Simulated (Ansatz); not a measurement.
The parent structure is InN in the wurtzite structure (space group P6_3mc, No. 186; a = 3.547 Å, c = 5.723 Å). Axes: x lies along a and z along c of the hexagonal cell.

Method: r2SCAN in Ansatz (plane waves to 500 eV, PAW, spin-orbit coupling left out).

Base values:

The pressure is 0.0 GPa and the shortest interatomic distance is 2.161 Å.

It is then changed as follows: uniaxial strain ε_zz = +3.87 %, all other strain components held at zero; the atoms relax in the strained cell.

What does the calculation give for the largest internal atomic displacement, energy relative to the base, pressure and shortest interatomic distance after the change?

The largest internal atomic displacement comes out as 0.021 Å; the energy goes up by 16 meV/atom; the pressure (mean of the normal stresses, compression positive) goes from zero to -4.8 GPa; the shortest interatomic distance increases by 0.023 Å to 2.184 Å.

A case with no gap was solved on a k-mesh chosen for an insulator, which is coarse for it. No phonon test of stability was made. All final runs are without spin polarisation.

Ansatz is an electronic-structure program.
